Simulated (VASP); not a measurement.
# NaF (Villiaumite) (Fm-3m) in VASP: notebook

The runs below take NaF (Villiaumite) through single point, with r2SCAN.

Everything below comes from runs of VASP 6.6.1. Logs are shortened: lines on timing, memory, paths and dates and some standing lists are left out, and cuts for length are marked.

### Step 1. The structure

Symmetry: Fm-3m, No. 225, cubic system. The conventional cell has a = 4.640 Å, b = 4.640 Å, c = 4.640 Å, α = 90.00°, β = 90.00°, γ = 90.00°. Na (site symmetry m-3m) is surrounded by 6 F at 2.32 Å. F (site symmetry m-3m) has 6 Na at 2.32 Å as nearest neighbours.

### Step 2. Single point, r2SCAN

Input file INCAR:

```
PREC     = Accurate       # precision mode
ENCUT    = 450            # plane-wave cutoff, eV
EDIFF    = 1E-6           # SCF threshold, eV
ISMEAR   = 0              # smearing method
SIGMA    = 0.05           # smearing width, eV
LREAL    = F              # projectors in reciprocal space
LASPH    = T              # aspherical terms in the spheres
NELM     = 100            # most SCF steps
ALGO     = Normal         # electronic algorithm
ISIF     = 2              # what is computed and relaxed
LWAVE    = F              # write WAVECAR
LCHARG   = F              # write CHGCAR
METAGGA  = R2SCAN         # meta-GGA
LMIXTAU  = T            
ADDGRID  = T
```

Input file KPOINTS:

```
Automatic mesh
0
Gamma
  5 5 5
```

Input file POSCAR:

```
NaF
1.0
    0.0000000000      2.3200000000      2.3200000000
    2.3200000000      0.0000000000      2.3200000000
    2.3200000000      2.3200000000      0.0000000000
Na F
1 1
Direct
    0.0258840000     -0.0367460000      0.0017760000
    0.4822430000      0.5377660000      0.4799550000
```

Potentials or basis: VASP PAW PBE potentials, release 64 (Na_pv, F).

Launch:

```bash
$ cat potpaw_PBE.64/Na_pv/POTCAR potpaw_PBE.64/F/POTCAR > POTCAR
$ mpirun -np 1 vasp_std > vasp.out
```

OUTCAR:

```text
PREC = Accurate
   ENCUT = 450
   EDIFF = 1E-6
   ISMEAR = 0
   LREAL = F
   LASPH = T
   NELM = 100
   ISIF = 2
   METAGGA = R2SCAN

 Found     63 irreducible k-points:

 Following reciprocal coordinates:
            Coordinates               Weight
  0.000000  0.000000  0.000000      1.000000
  0.200000  0.000000  0.000000      2.000000
  0.000000  0.200000  0.000000      2.000000
  0.000000  0.000000  0.200000      2.000000
  0.200000  0.200000  0.200000      2.000000
  0.400000  0.000000  0.000000      2.000000
   k-points           NKPTS =     63   k-points in BZ     NKDIM =     63   number of bands    NBANDS=     11
   number of dos      NEDOS =    301   number of ions     NIONS =      2
   total plane-waves  NPLWV =  13824
   dimension x,y,z NGX =    24 NGY =   24 NGZ =   24
   dimension x,y,z NGXF=    48 NGYF=   48 NGZF=   48
   ions per type =               1   1
   NGX,Y,Z   is equivalent  to a cutoff of  12.16, 12.16, 12.16 a.u.
   NGXF,Y,Z  is equivalent  to a cutoff of  24.32, 24.32, 24.32 a.u.
 SYSTEM =  unknown system
   PREC   = accura    normal or accurate (medium, high low for compatibility)
   ISTART =      0    job   : 0-new  1-cont  2-samecut
   ICHARG =      2    charge: 1-file 2-atom 10-const
   ISPIN  =      1    spin polarized calculation?
   LNONCOLLINEAR =      F non collinear calculations
   LSORBIT =      F    spin-orbit coupling
   LASPH  =      T    aspherical Exc in radial PAW
   ENCUT  =  450.0 eV  33.07 Ry    5.75 a.u.   5.67  5.67  5.67*2*pi/ulx,y,z
   NELM   =    100;   NELMIN=  2; NELMDL= -5     # of ELM steps
   EDIFF  = 0.1E-05   stopping-criterion for ELM
   LREAL  =      F    real-space projection
   EDIFFG = 0.1E-04   stopping-criterion for IOM
   NSW    =      0    number of steps for IOM
   IBRION =     -1    ionic relax: 0-MD 1-quasi-New 2-CG
   NFREE  =      0    steps in history (QN), initial steepest desc. (CG)
   ISIF   =      2    stress and relaxation
   ISYM   =      2    0-nonsym 1-usesym 2-fastsym
   POTIM  = 0.5000    time-step for ionic-motion
   TEBEG  =    0.0;   TEEND  =   0.0 temperature during run
   PSTRESS=    0.0 pullay stress
   NELECT =      14.0000    total number of electrons
   NUPDOWN=      -1.0000    fix difference up-down
   EMIN   =  10.00;   EMAX   =-10.00  energy-range for DOS
   EFERMI =   0.00;   METHOD = LEGACY
   ISMEAR =     0;   SIGMA  =   0.05  broadening in eV -4-tet -1-fermi 0-gaus
   EFERMI_NEDOS =   21; number of points for ismear=-14 and -15
   IALGO  =     38    algorithm
   IMIX   =      4    mixing-type and parameters
     AMIX     =   0.40;   BMIX     =  1.00
     AMIX_MAG =   1.60;   BMIX_MAG =  1.00
  volume/ion in A,a.u.               =      12.49        84.27
  Fermi-wavevector in a.u.,A,eV,Ry     =   1.349852  2.550851 24.791186  1.822101
  Thomas-Fermi vector in A             =   2.477405
   LORBIT       =      0    0 simple, 1 ext, 2 COOP (PROOUT), +10 PAW based schemes
   METAGGA = R2SCAN    functional components
   LHFCALC =     F    Hartree Fock is set to
   AEXX    =    0.0000 exact exchange contribution
   IVDW    =     0    specifies the selected vdW correction
   LEPSILON=     F    determine dielectric tensor
   LRPA    =     F    only Hartree local field effects (RPA)
 non-spin polarized calculation
 Gauss-broadening in eV      SIGMA  =   0.05
  energy-cutoff  :      450.00
  volume of cell :       24.97
 maximum number of plane-waves:       552
   NGX = 11   NGY = 11   NGZ = 11

 number of electron      14.0000000 magnetization

 Free energy of the ion-electron system (eV)
  ---------------------------------------------------
  ext. energy  EPLUGINS =         0.00000000
  ---------------------------------------------------
  free energy    TOTEN  =       -12.55355165 eV

  energy without entropy =      -12.55355165  energy(sigma->0) =      -12.55355165

 E-fermi :  -2.4850     XC(G=0):  -9.7395

 val. band max:       -2.7566747979   @ k =   0.0000   0.0000   0.0000
 cond. band min:       4.3868983865   @ k =   0.0000   0.0000   0.0000
 fundamental gap:      7.1435731845
 Fermi energy:        -2.4850101042

 k-point     1 :       0.0000    0.0000    0.0000
  band No.  band energies     occupation
      1     -23.0808      2.00000
      2     -22.2215      2.00000
      3     -22.2208      2.00000
      4     -22.1824      2.00000
      5      -2.7719      2.00000
      6      -2.7683      2.00000
      7      -2.7567      2.00000
      8       4.3869      0.00000
      9      17.0281      0.00000
     10      17.0970      0.00000
     11      17.2203      0.00000

 k-point     2 :       0.2000    0.0000    0.0000
  band No.  band energies     occupation
      1     -23.2386      2.00000
      2     -22.2312      2.00000
      3     -22.2250      2.00000
      4     -21.9765      2.00000
      5      -3.3795      2.00000
      6      -2.8587      2.00000
      7      -2.8405      2.00000
      8       5.6546      0.00000
      9      13.9663      0.00000
     10      17.6001      0.00000
     11      17.7646      0.00000

 k-point     3 :       0.0000    0.2000    0.0000
  band No.  band energies     occupation
      1     -23.2258      2.00000
      2     -22.2258      2.00000
      3     -22.2247      2.00000
      4     -21.9950      2.00000
      5      -3.3737      2.00000
      6      -2.8619      2.00000
      7      -2.8573      2.00000
      8       5.6628      0.00000
      9      14.0271      0.00000
     10      17.6515      0.00000
     11      17.7196      0.00000

 k-point     4 :       0.0000    0.0000    0.2000
  band No.  band energies     occupation
      1     -23.2440      2.00000
      2     -22.2328      2.00000
      3     -22.2257      2.00000
      4     -21.9687      2.00000
      5      -3.3812      2.00000
      6      -2.8549      2.00000
      7      -2.8370      2.00000
      8       5.6513      0.00000
      9      13.9423      0.00000
     10      17.6195      0.00000
     11      17.7434      0.00000

 k-point     5 :       0.2000    0.2000    0.2000
  band No.  band energies     occupation
      1     -23.2457      2.00000
      2     -22.2332      2.00000
      3     -22.2255      2.00000
      4     -21.9668      2.00000
      5      -3.3817      2.00000
      6      -2.8537      2.00000
      7      -2.8362      2.00000
      8       5.6506      0.00000
      9      13.9359      0.00000
     10      17.6291      0.00000
     11      17.7327      0.00000

 k-point     6 :       0.4000    0.0000    0.0000
  band No.  band energies     occupation
      1     -23.4167      2.00000
      2     -22.2366      2.00000
      3     -22.2316      2.00000
      4     -21.7261      2.00000
      5      -4.1665      2.00000
      6      -2.9961      2.00000
      7      -2.9748      2.00000
      8       8.1176      0.00000
      9      11.2714      0.00000
     10      18.2980      0.00000
     11      18.4949      0.00000

 [... further k-points ...]

------------------------ aborting loop because EDIFF is reached ----------------------------------------

  FORCE on cell =-STRESS in cart. coord.  units (eV):
  Direction    XX          YY          ZZ          XY          YZ          ZX
  --------------------------------------------------------------------------------------
  -------------------------------------------------------------------------------------
  Total       -0.3919361     -0.2191947     -0.5706700      0.0773136      0.0386237     -0.0392974
  in kB      -25.1438572    -14.0619854    -36.6101630      4.9598950      2.4778256     -2.5210463
  external PRESSURE =     -25.2720019 kB  Pullay stress =       0.0000000 kB

 VOLUME and BASIS-vectors are now :
 -----------------------------------------------------------------------------
  energy-cutoff  :      450.00
  volume of cell :       24.97
      direct lattice vectors                 reciprocal lattice vectors
     0.000000000  2.320000000  2.320000000    -0.215517241  0.215517241  0.215517241
     2.320000000  0.000000000  2.320000000     0.215517241 -0.215517241  0.215517241
     2.320000000  2.320000000  0.000000000     0.215517241  0.215517241 -0.215517241

 POSITION                                       TOTAL-FORCE (eV/Angst)
 -----------------------------------------------------------------------------------
      2.23887      0.06417      2.29480         0.277836     -0.383996      0.151510
      2.36111      2.23230      2.36642        -0.277836      0.383996     -0.151510
 -----------------------------------------------------------------------------------
    total drift:                               -0.015892     -0.006239     -0.000293

  FREE ENERGIE OF THE ION-ELECTRON SYSTEM (eV)
  ---------------------------------------------------
  free  energy   TOTEN  =       -12.5535516496 eV

  energy  without entropy=      -12.5535516496  energy(sigma->0) =      -12.55355165
```

OSZICAR:

```text
N       E                     dE             d eps       ncg     rms          rms(c)
DAV:   1     0.957975988293E+02    0.95798E+02   -0.72651E+03  1413   0.151E+03
DAV:   2    -0.104086751915E+02   -0.10621E+03   -0.98912E+02  1466   0.348E+02
DAV:   3    -0.160375610267E+02   -0.56289E+01   -0.56145E+01  1593   0.826E+01
[... 13 lines left out ...]
DAV:  17    -0.125535598013E+02    0.14973E-05   -0.81055E-06  1635   0.358E-02    0.585E-03
DAV:  18    -0.125535564151E+02    0.33861E-05   -0.35863E-06  1386   0.276E-02    0.529E-03
DAV:  19    -0.125535521266E+02    0.42885E-05   -0.26171E-06  1404   0.259E-02    0.731E-04
DAV:  20    -0.125535509904E+02    0.11362E-05   -0.15056E-07   732   0.560E-03    0.571E-04
DAV:  21    -0.125535516496E+02   -0.65922E-06   -0.68950E-08   714   0.367E-03
   1 F= -.12553552E+02 E0= -.12553552E+02  d E =-.378474E-16
```

stdout:

```text
POSCAR found type information on POSCAR NaF
 POSCAR found :  2 types and       2 ions
 scaLAPACK will be used
 -----------------------------------------------------------------------------
|                                                                             |
|                                                                             |
|     You enforced a specific xc type in the INCAR file but a different       |
|     I HOPE YOU KNOW WHAT YOU ARE DOING!                                     |
|                                                                             |
 -----------------------------------------------------------------------------

 LDA part: xc-table for (None), standard interpolation
 POSCAR, INCAR and KPOINTS ok, starting setup
 FFT: planning ... GRIDC
 FFT: planning ... GRID_SOFT
 FFT: planning ... GRID
 WAVECAR not read
 entering main loop
```

It took 48 s on 1 thread of Intel Xeon Platinum 8488C (Sapphire Rapids), shared host; peak memory 0.18 GiB.

These settings aren't checked as converged: the numbers below hold their error.

Results:

```yaml
Free_energy: -12.5536 eV
Largest_force: 0.498 eV/Å
Band_gap_on_the_k_mesh: 7.14 eV, direct
```

Caveat: the k mesh is coarse (spacing up to 0.47 Å⁻¹), so the values aren't converged; the cutoff is under 1.25 times the usual one of these potentials, so pressure, stress and relaxed cells hold a basis-set (Pulay) error; the PAW data sets were made with another functional, which shifts forces and pressure a little.

### Step 3. Single point, r2SCAN

INCAR: that of step 2 with these lines changed.

```diff
@@ -6,3 +6,3 @@
 LREAL    = F              # projectors in reciprocal space
-LASPH    = T              # aspherical terms in the spheres
+LASPH    = F              # aspherical terms in the spheres
 NELM     = 100            # most SCF steps
@@ -14,2 +14,2 @@
 LMIXTAU  = T            
-ADDGRID  = T
+ADDGRID  = F
```

KPOINTS is that of step 2.

Input file POSCAR:

```
NaF
1.0
    0.0000000000      2.3200000000      2.3200000000
    2.3200000000      0.0000000000      2.3200000000
    2.3200000000      2.3200000000      0.0000000000
Na F
1 1
Direct
    0.0000000000      0.0000000000      0.0000000000
    0.5000000000      0.5000000000      0.5000000000
```

Potentials or basis: VASP PAW PBE potentials, release 64 (Na_pv, F).

Launch:

```bash
$ cat potpaw_PBE.64/Na_pv/POTCAR potpaw_PBE.64/F/POTCAR > POTCAR
$ mpirun -np 1 vasp_std > vasp.out
```

OUTCAR:

```text
PREC = Accurate
   ENCUT = 450
   EDIFF = 1E-6
   ISMEAR = 0
   LREAL = F
   LASPH = F
   NELM = 100
   ISIF = 2
   METAGGA = R2SCAN
     LASPH = .TRUE.)

 Found     10 irreducible k-points:

 Following reciprocal coordinates:
            Coordinates               Weight
  0.000000  0.000000  0.000000      1.000000
  0.200000  0.000000  0.000000      8.000000
  0.400000  0.000000  0.000000      8.000000
  0.200000  0.200000  0.000000      6.000000
  0.400000  0.200000  0.000000     24.000000
 -0.400000  0.200000  0.000000     24.000000
   k-points           NKPTS =     10   k-points in BZ     NKDIM =     10   number of bands    NBANDS=     11
   number of dos      NEDOS =    301   number of ions     NIONS =      2
   total plane-waves  NPLWV =  13824
   dimension x,y,z NGX =    24 NGY =   24 NGZ =   24
   dimension x,y,z NGXF=    48 NGYF=   48 NGZF=   48
   ions per type =               1   1
   NGX,Y,Z   is equivalent  to a cutoff of  12.16, 12.16, 12.16 a.u.
   NGXF,Y,Z  is equivalent  to a cutoff of  24.32, 24.32, 24.32 a.u.
 SYSTEM =  unknown system
   PREC   = accura    normal or accurate (medium, high low for compatibility)
   ISTART =      0    job   : 0-new  1-cont  2-samecut
   ICHARG =      2    charge: 1-file 2-atom 10-const
   ISPIN  =      1    spin polarized calculation?
[... 68 lines left out ...]
      6      -2.7480      2.00000
      7      -2.7480      2.00000
      8       4.4062      0.00000
      9      17.0141      0.00000
     10      17.0141      0.00000
     11      17.0141      0.00000
[... 57 lines left out ...]
 k-point     6 :      -0.4000    0.2000    0.0000
  band No.  band energies     occupation
      1     -23.2877      2.00000
      2     -22.3060      2.00000
      3     -22.2729      2.00000
      4     -21.8452      2.00000
      5      -4.0455      2.00000
      6      -3.3091      2.00000
      7      -3.0506      2.00000
      8       9.5712      0.00000
      9      10.9800      0.00000
     10      15.6351      0.00000
     11      18.6533      0.00000

 [... further k-points ...]

------------------------ aborting loop because EDIFF is reached ----------------------------------------

  FORCE on cell =-STRESS in cart. coord.  units (eV):
  Direction    XX          YY          ZZ          XY          YZ          ZX
  --------------------------------------------------------------------------------------
  -------------------------------------------------------------------------------------
  Total       -0.5941793     -0.5941793     -0.5941793     -0.0000000      0.0000000      0.0000000
  in kB      -38.1183535    -38.1183535    -38.1183535     -0.0000000      0.0000000      0.0000000
  external PRESSURE =     -38.1183535 kB  Pullay stress =       0.0000000 kB

 VOLUME and BASIS-vectors are now :
 -----------------------------------------------------------------------------
  energy-cutoff  :      450.00
  volume of cell :       24.97
      direct lattice vectors                 reciprocal lattice vectors
     0.000000000  2.320000000  2.320000000    -0.215517241  0.215517241  0.215517241
     2.320000000  0.000000000  2.320000000     0.215517241 -0.215517241  0.215517241
     2.320000000  2.320000000  0.000000000     0.215517241  0.215517241 -0.215517241

 POSITION                                       TOTAL-FORCE (eV/Angst)
 -----------------------------------------------------------------------------------
      0.00000      0.00000      0.00000        -0.000000     -0.000000     -0.000000
      2.32000      2.32000      2.32000         0.000000      0.000000      0.000000
 -----------------------------------------------------------------------------------
    total drift:                                0.000000     -0.000000      0.000000

  FREE ENERGIE OF THE ION-ELECTRON SYSTEM (eV)
  ---------------------------------------------------
  free  energy   TOTEN  =       -12.6028412984 eV

  energy  without entropy=      -12.6028412984  energy(sigma->0) =      -12.60284130
```

It took 12 s on 1 thread of Intel Xeon Platinum 8488C (Sapphire Rapids), shared host; peak memory 0.13 GiB.

The run converged, but some of its settings lie outside the range that counts as converged, so its numbers aren't taken as properties of the crystal.

What came out:

* Free energy: -12.6028 eV
* Band gap on the k mesh: 7.15 eV, direct

Caveat: the k mesh is coarse (spacing up to 0.47 Å⁻¹), so the values aren't converged; the cutoff is under 1.25 times the usual one of these potentials, so pressure, stress and relaxed cells hold a basis-set (Pulay) error; the PAW data sets were made with another functional, which shifts forces and pressure a little.
